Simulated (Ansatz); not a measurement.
Output of an Ansatz run (abridged):

```
WARN ansatz: RAYON_NUM_THREADS=1 ignored (pool sized by the plan → 1); use --threads N
Pseudopotentials: kind: paw
Pseudopotential: Li, paw, valence charge 3
Pseudopotential: I, paw, valence charge 17
Crystal: 2 atoms, lattice volume = 55.364 Å³
Basis set: ecut = 420 eV, 1067 PW (Γ), exchange–correlation on 60×60×60 points (8 copies of the dense FFT grid, shifted against one another)
Bands: 14, of which v1, the nominal top of the filled ones, is band 10 counted from 1 (9 counted from 0)
Symmetry: 8 space group operations
Space group: I4mm (ITA 107), of the structure as read, at distance tolerance 3.8e-5 Å
k-points: 40 of 343 (time reversal used)
Initial density: superposition of atomic densities (neutral atoms: chi_scale 0, normalization atom), corrected by the library's trained network
Initial wavefunctions: pseudopotential atomic-orbital guess
Eigensolver: davidson
Functional: x = pbe(κ = 0.804, μ = 0.2195149727645171), c = pbe(β = 0.06672455060314922)
SCF iter   1: F=—  HF=-7719.998979 eV  |F-HF|=—  |Δ(HF+E_count)|=         —  Δρ=5.29e-4  dr2=2.88e-4  ethr=1.77e-3  ⟨swp⟩=6.5  Hψ=3447  notcnv=0
all-band conjugate gradients solve this SCF's bands
preconditioner: auto → none
SCF iter   2: F=—  HF=-7719.998554 eV  |F-HF|=—  |Δ(HF+E_count)|=   4.25e-4  Δρ=5.58e-4  dr2=4.04e-4  ethr=1.44e-6  ⟨swp⟩=2.3  Hψ=1254  notcnv=0
SCF iter   3: F=—  HF=-7719.998468 eV  |F-HF|=—  |Δ(HF+E_count)|=   8.64e-5  Δρ=2.45e-4  dr2=6.56e-5  ethr=1.44e-6  ⟨swp⟩=2.0  Hψ=701  notcnv=0
SCF iter   4: F=—  HF=-7719.998493 eV  |F-HF|=—  |Δ(HF+E_count)|=   2.56e-5  Δρ=1.13e-4  dr2=1.38e-5  ethr=3.28e-7  ⟨swp⟩=2.0  Hψ=736  notcnv=0
SCF iter   5: F=—  HF=-7719.998488 eV  |F-HF|=—  |Δ(HF+E_count)|=   5.37e-6  Δρ=3.27e-5  dr2=1.17e-6  ethr=6.89e-8  ⟨swp⟩=2.5  Hψ=813  notcnv=0
SCF iter   6: F=-7719.998487 eV  HF=-7719.998487 eV  |F-HF|=6.51e-8  |Δ(HF+E_count)|=   5.07e-7  Δρ=7.70e-6  dr2=7.07e-8  ethr=5.00e-10  ⟨swp⟩=4.2  Hψ=2796  notcnv=0
SCF 1 converged in 6 iterations: F = -7719.998487 eV  dr2 = 7.07e-8
SCF converged after 6 iterations
Free energy (F): -7719.998487 eV
Harris-Foulkes:  -7719.998487 eV  (|F-HF|=6.51e-8)
Internal energy: -7719.998487 eV  (E = F + TS)
E sigma→0 (E₀):  -7719.998487 eV
Fermi energy:    6.051890 eV
--- Per-component energies (eV) ---
  E_band       = -477.092306
  E_kinetic    = 210.028676
  E_local      = -2152.729655  (includes V_loc(G=0)·N_el)
  E_nonlocal   = -123.456286
  E_hartree    = 1081.110243
  E_xc         = -138.741023
  E_vxc        = -142.391534  (∫ρ·V_xc dr)
  E_paw        = -4838.074563  (= ΣΔE_a)
  E_vpaw       = -430.748892  (= ΣTr[D̂ρ^β])
  E_aug_tail   = -0.000067  (compensation charges beyond the density's cutoff)
  E_ewald      = -1758.135811
  E_smearing   = -0.000000  (= −TS)
  E_closure    = 0.000000  (closes the sum)
  Σ components = -7719.998487   (vs F -7719.998487, Δ=0.00e0)
--- Forces (eV/Å), atoms counted from 1 ---
  atom   1  Li    -0.00000000     0.00000000    -0.01430074
  atom   2  I     -0.00000000     0.00000000     0.01420313
  max |Σ_I F_I| component: 9.76e-5 eV/Å
--- Stress (GPa, compression-positive) ---
       -0.290089       0.000000       0.000000
        0.000000      -0.290089      -0.000000
        0.000000       0.000000      -0.246171
  P = ⅓ Tr σ = -0.2754 GPa (-2.754 kbar)
  The stress holds the Pulay correction. Without it, at fixed plane waves, as pw.x and ABINIT print it: P = -0.2872 GPa
--- Band table (eV; the first three rows and the last of 40) ---
  k-point 0: bands = ["-41.4926", "-39.5088", "-39.5088", "-39.5055", "-39.5055", "-39.5055", "-7.6940", "3.8784", "3.8808", "3.8808", "8.0773", "12.1965", "12.1965", "12.2093"]
  k-point 1: bands = ["-41.4926", "-39.5088", "-39.5088", "-39.5054", "-39.5054", "-39.5054", "-7.6096", "3.1280", "3.8243", "3.8259", "8.6687", "11.6209", "11.8801", "11.8913"]
  k-point 2: bands = ["-41.4925", "-39.5088", "-39.5088", "-39.5054", "-39.5053", "-39.5052", "-7.4060", "1.8979", "3.7103", "3.7121", "8.8266", "10.7960", "10.8006", "12.3445"]
  k-point 39: bands = ["-41.4925", "-39.5088", "-39.5085", "-39.5056", "-39.5048", "-39.5048", "-7.0070", "1.2030", "2.4083", "2.8169", "8.4973", "9.9240", "13.2220", "13.9017"]
```

The structure:

```xyz
2
Lattice="0.0000 3.0250 3.0250 3.0250 0.0000 3.0250 3.0250 3.0250 0.0000" Properties=species:S:1:pos:R:3 pbc="T T T"
Li     0.0000     0.0000     0.0500
I      3.0250     3.0250     3.0250
```

### Question
What input produced this log?

### Answer
Other spellings and defaults could give the same log, and not every line can be read from it. The input that was run (DFT, PBE, plane waves, default PAW files):

Ansatz 0.2 input:
```yaml
crystal:
  lattice:
    - [0.000000, 3.025050, 3.025050]
    - [3.025050, 0.000000, 3.025050]
    - [3.025050, 3.025050, 0.000000]
  atoms:
    - { symbol: Li, position: [0.008264, 0.008264, -0.008264] }
    - { symbol: I, position: [0.500000, 0.500000, 0.500000] }
basis:
  ecutwfc: 420.0
kpoints:
  mp_grid: { grid: [7, 7, 7] }
hamiltonian:
  xc: pbe
  pseudopotentials: { kind: paw }
scf:
  occupations: { method: fermi_dirac, width: 0.05 }
output:
  forces: true
  eigenvalues: true
  stress: true
```

The starting cell has typed, rounded lattice constants, without a prior relaxation at this level. Its lattice was rescaled by up to half a per cent. One atom was moved a little off its site on purpose. Spin-orbit coupling is off. Ansatz's pressure includes its estimate of the finite-basis (Pulay) stress.

Ansatz is an electronic-structure program.
